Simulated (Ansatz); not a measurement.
# Ti: the cost of one run

Computed with Ansatz 0.2.0 (DFT PBE, scalar-relativistic, plane waves, PAW, unless a step's input says otherwise).

27 further runs of the same task are left out: 27 set aside as unsound or not needed.

### 1 The system as given

The structure is cubic, space group Fm-3m (No. 225). The conventional cell has a = 4.112 Å, b = 4.112 Å, c = 4.112 Å, α = 90.00°, β = 90.00°, γ = 90.00°. Ti (site symmetry m-3m) is surrounded by 12 Ti at 2.91 Å.

Coordinates:

```
Ti
1.0
     0.00000    2.05598    2.05598
     2.05598    0.00000    2.05598
     2.05598    2.05598    0.00000
Ti
1
Direct
  0.00000 0.00000 0.00000
```

It is the result of an earlier relaxation at this level (volume 17.38 Å³/atom; gap on the mesh: none (metal)).

### 2 Plan of the line

The energy is mapped over volume and a fixed ferromagnetic moment.

The axes are (1) volume per atom: 7 values from 14.25 to 20.51 Å³; (2) total spin moment of the cell, held fixed: 9 values from 0.000 to 1.000 μB.

Nothing else is relaxed (shape and fractional coordinates fixed). Points are written as (first, second).

### 3 The run at (14.25 Å³, 0.875 μB)

input.yaml reads:

```yaml
crystal:
  lattice:
    - [0.0, 1.9243855913, 1.9243855913]
    - [1.9243855913, 0.0, 1.9243855913]
    - [1.9243855913, 1.9243855913, 0.0]
  atoms:
    - { symbol: Ti, position: [0.0, 0.0, 0.0], spin: 0.875 }
basis:
  ecutwfc: 520.0
kpoints:
  mp_grid: { grid: [20, 20, 20] }
hamiltonian:
  xc: pbe
  pseudopotentials: { kind: paw }
scf:
  occupations: { method: gaussian, width: 0.15 }
  lower_state_search: "off"
output:
  forces: true
  stress: true
  eigenvalues: true
  populations: true
magnetization:
  spin_polarized: true
  initial_magnetization: 0.875
  spin_locking: { lock_magnetization: hard }
```

The run is started by

```sh
$ ansatz run input.yaml --threads 1 --pin off --max-ram 2048MiB --backend cpu --events-out ev --progress --plain --runs-dir out
```

Q: Estimate wall time and peak memory on 1 thread of Arm Neoverse N1, shared host.

About 18 s, with a peak of 0.37 GiB.
